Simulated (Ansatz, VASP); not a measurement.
One calculation of As, two programs

```
As
1.0
     1.90555    1.10017    3.56030
    -1.90555    1.10017    3.56030
     0.00000   -2.20034    3.56030
As
2
Cartesian
  0.0000 0.0000 2.4139
  0.0000 0.0000 8.2670
```

Change from the starting cell: volume scaled by 1.04.

Alike in both runs: task single point; functional PBEsol; k mesh 9 × 9 × 9; occupations fermi-dirac, width 0.05 eV; no spin polarisation.

|  | VASP | Ansatz |
| --- | --- | --- |
| version | VASP 6.6.1 | Ansatz 0.2.0 |
| potentials or method | VASP PAW PBE potentials, release 64 (As) | Ansatz PAW |
| plane-wave cutoff (eV) | 520 | 420 |
| valence electrons in the cell | 10 | 30 |

VASP gave:

| Property | Result |
| --- | --- |
| gap on the k mesh at the Fermi level (eV) | none |
| pressure (GPa) | -2.2 |
| largest component of the traceless stress (GPa) | 0.14 |
| rms of the force components (eV/Å) | 0.100 |

Task: Estimate Ansatz's values.

Result: gap on the k mesh at the Fermi level (eV): none; pressure (GPa): -2.5; largest component of the traceless stress (GPa): 0.24; rms of the force components (eV/Å): 0.066.

Atom by atom the forces differ by 0.034 eV/Å (rms over components). A gap of «none» marks a metal or a gap that the smearing closes. With one functional, cell and mesh, what is left measures potentials, basis and numerics. The two sets of potentials don't hold the same shells in valence.

Caveats: the PAW data sets were made with another functional, which shifts forces and pressure a little (VASP); the PAW data sets come from PBE, with cores solved anew for the run's functional, which leaves a small shift of forces and pressure (Ansatz).
